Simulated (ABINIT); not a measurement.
Crystal: TiSi.

```xyz
2
Lattice="1.8162 -2.1176 0.0000 1.8162 2.1176 0.0000 0.0000 0.0000 3.8039" Properties=species:S:1:pos:R:3 pbc="T T T"
Ti    1.8162    0.0000    0.0000
Si    0.0000    0.0000    1.9020
```

The cell comes from a database or a generator and needn't be the stable form of this composition.

```yaml
Program: ABINIT 10.8.3 (patched build)
Task: relaxation of cell and atoms
Functional: PBEsol
Potentials_or_basis: PseudoDojo NC SR PBEsol v0.4.1 standard
Cutoff: 1143 eV
k_mesh: 8 × 8 × 5
Occupations: fermi-dirac, width 0.05 eV
Spin: no spin polarisation
```

At the start: pressure -4.2 GPa; volume 14.63 Å³/atom.

Problem. Where does the relaxation end?

Solution. Over 10 steps the energy falls by 6.9 meV/atom and the volume is 14.17 Å³/atom (-3.1 %); space group Cmmm (No. 65, to 0.05 Å).

Step by step:
```tsv
step	energy change (eV)	largest force (eV/Å)	pressure (GPa)	volume (Å³)
1	0.0000	0.0000	-4.17	29.26
2	-0.0080	0.0000	-2.47	28.89
3	-0.0127	0.0000	0.22	28.34
4	-0.0130	0.0000	0.19	28.34
5	-0.0139	0.0000	0.02	28.34
6	-0.0139	0.0000	0.00	28.34
7	-0.0139	0.0000	0.00	28.34
8	-0.0139	0.0000	-0.01	28.34
9	-0.0139	0.0000	0.00	28.34
10	-0.0139	0.0000	0.00	28.34
```

Final structure:
```cif
data_structure
_symmetry_space_group_name_H-M 'P 1'
_symmetry_Int_Tables_number 1
_cell_length_a 2.7532
_cell_length_b 2.7532
_cell_length_c 3.7717
_cell_angle_alpha 90.000
_cell_angle_beta 90.000
_cell_angle_gamma 97.568
_cell_volume 28.34
loop_
_atom_site_label
_atom_site_type_symbol
_atom_site_fract_x
_atom_site_fract_y
_atom_site_fract_z
_atom_site_occupancy
Ti1 Ti 0.50000 0.50000 0.00000 1
Si1 Si 0.00000 0.00000 0.50000 1
```
